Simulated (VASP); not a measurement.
**GaP: relaxation of cell and atoms with AM05**

The system is GaP.

```
Ga P
1.0
     0.00000    2.72525    2.72525
     2.72525    0.00000    2.72525
     2.72525    2.72525    0.00000
Ga P
1 1
Direct
  0.00000 0.00000 0.00000
  0.75000 0.75000 0.75000
```

```yaml
Program: VASP 6.6.1
Task: relaxation of cell and atoms
Functional: AM05
Potentials_or_basis: VASP PAW PBE potentials, release 64 (Ga_d, P)
Cutoff: 600 eV
k_mesh: 8 × 8 × 8
Occupations: fermi-dirac, width 0.05 eV
Spin: no spin polarisation
Further_INCAR_settings: ALGO = Fast; EDIFF = 1e-06; IBRION = 2; EDIFFG = -0.01; NSW = 60; ISIF = 3
```

- Relaxed volume: 20.14 Å³/atom
- Relaxed cell: a = 3.848 Å, b = 3.848 Å, c = 3.848 Å, α = 60.00°, β = 60.00°, γ = 60.00°
- Space group after relaxing (to 0.05 Å): F-43m (No. 216)
- Energy gained by relaxing: 0.1 meV/atom
- Ionic steps: 3
- Pressure after relaxing: 0.0 GPa
- Band gap on the k mesh: 1.59 eV, indirect (least direct gap 1.87 eV)

Step by step:
| step | energy change (eV) | largest force (eV/Å) | pressure (GPa) | volume (Å³) |
| --- | --- | --- | --- | --- |
| 1 | 0.0000 | 0.0000 | -0.41 | 40.48 |
| 2 | -0.0002 | 0.0000 | 0.26 | 40.17 |
| 3 | -0.0002 | 0.0000 | 0.02 | 40.29 |

Final structure:
```
Ga P
1.0
     0.00000    2.72091    2.72091
     2.72091    0.00000    2.72091
     2.72091    2.72091    0.00000
Ga P
1 1
Direct
  0.00000 0.00000 0.00000
  0.75000 0.75000 0.75000
```

Levels at points of the mesh, in eV from the valence-band top:
| k point | band 7 | band 8 | band 9 | band 10 | band 11 | band 12 |
| --- | --- | --- | --- | --- | --- | --- |
| (0.00, 0.00, 0.00) | 0.00 | 0.00 | 0.00 | 1.87 | 3.84 | 3.84 |
| (0.50, 0.00, 0.00) | -6.69 | -1.14 | -1.14 | 1.66 | 4.68 | 4.68 |
| (0.50, 0.50, 0.00) | -6.81 | -2.72 | -2.72 | 1.61 | 1.77 | 10.59 |

Run time: 32 s on 1 thread of Intel(R) Xeon(R) Platinum 8488C (Sapphire Rapids), with other jobs on the host, peak memory 0.18 GiB.

Caveat: the PAW data sets were made with another functional, which shifts forces and pressure a little. As with any semilocal functional, this AM05 gap is likely too small.
